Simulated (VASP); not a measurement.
BAs: relaxation of the atoms with PBE

Crystal: BAs.

```
B As
1.0
     0.00000    2.37562    2.37562
     2.37562    0.00000    2.37562
     2.37562    2.37562    0.00000
B As
1 1
Direct
  0.00000 0.00000 0.00000
  0.25000 0.25000 0.25000
```

The cell isn't the ideal one: a relaxed cell with its volume scaled by 0.96.

```json
{
  "Program": "VASP 6.6.1",
  "Task": "relaxation of the atoms",
  "Functional": "PBE",
  "Potentials or basis": "VASP PAW PBE potentials, release 64 (B, As)",
  "Cutoff": "600 eV",
  "k mesh": "10 × 10 × 10",
  "Occupations": "gaussian, width 0.03 eV",
  "Spin": "no spin polarisation",
  "Further INCAR settings": "ALGO = Normal; EDIFF = 1e-07; IBRION = 2; EDIFFG = -0.01; NSW = 40"
}
```

* Pressure after relaxing: 5.9 GPa
* Band gap on the k mesh: 1.16 eV, indirect (least direct gap 3.30 eV)

Final structure:
```
CELL_PARAMETERS angstrom
0.00000 2.37562 2.37562
2.37562 0.00000 2.37562
2.37562 2.37562 0.00000
ATOMIC_POSITIONS crystal
B 0.00000 0.00000 0.00000
As 0.25000 0.25000 0.25000
```

Levels at points of the mesh, in eV from the valence-band top:
| k point | band 2 | band 3 | band 4 | band 5 | band 6 | band 7 |
| --- | --- | --- | --- | --- | --- | --- |
| (0.00, 0.00, 0.00) | 0.00 | 0.00 | 0.00 | 3.30 | 3.30 | 3.30 |
| (0.50, 0.00, 0.00) | -8.91 | -1.85 | -1.85 | 2.79 | 4.80 | 4.80 |
| (0.50, 0.50, 0.00) | -8.62 | -4.15 | -4.15 | 1.41 | 1.43 | 11.52 |

It took 14 s on 1 thread of Intel(R) Xeon(R) Platinum 8488C (Sapphire Rapids), on a shared host, peak memory 0.15 GiB.

Caveat: the relaxation stopped at its first step, so nothing moved. A k mesh can miss the band edges.
